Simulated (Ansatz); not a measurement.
As, DFT, PBE, PAW with Ansatz's default frozen-core files, scalar-relativistic (Ansatz 0.2.0), run on 1 thread of Intel(R) Xeon(R) Platinum 8175M CPU @ 2.50GHz (Skylake/Cascade Lake) on a shared host.

Structure: COD 9009651, as refined from experiment and not relaxed.

Command: `ansatz run input.yaml --threads 1 --pin off --max-ram 2048MiB --backend cpu --events-out ev --progress --plain --runs-dir out`

```yaml
crystal:
  lattice:
    - [1.8797494575, 1.0852738553, 3.48577]
    - [-1.8797494575, 1.0852738553, 3.48577]
    - [0.0, -2.1705477106, 3.48577]
  atoms:
    - { symbol: As, position: [0.22754, 0.22754, 0.22754] }
    - { symbol: As, position: [0.77246, 0.77246, 0.77246] }
kpoints:
  mp_grid: { grid: [18, 18, 18] }
scf:
  occupations: { method: fermi_dirac, width: 0.05 }
hamiltonian:
  xc: pbe
  pseudopotentials: { kind: paw }
output:
  forces: true
  stress: true
  eigenvalues: true
  efg: { contact_densities: true }
```

Task: How large is the problem that the program sets up?

Result: 580 irreducible k-points, 845 plane waves at Γ, 19 bands.

Task: About how long does it take, and how much memory does it use?

Result: 24 s of wall time for 7 SCF iterations, with a peak of 0.7 GiB. Times on shared machines scatter by tens of per cent.

Task: And the same cell and mesh by LAPW (all electrons), asked for forces, stress, eigenvalues, on the same hardware?

Result: 2.7 min, peak memory 1.4 GiB.
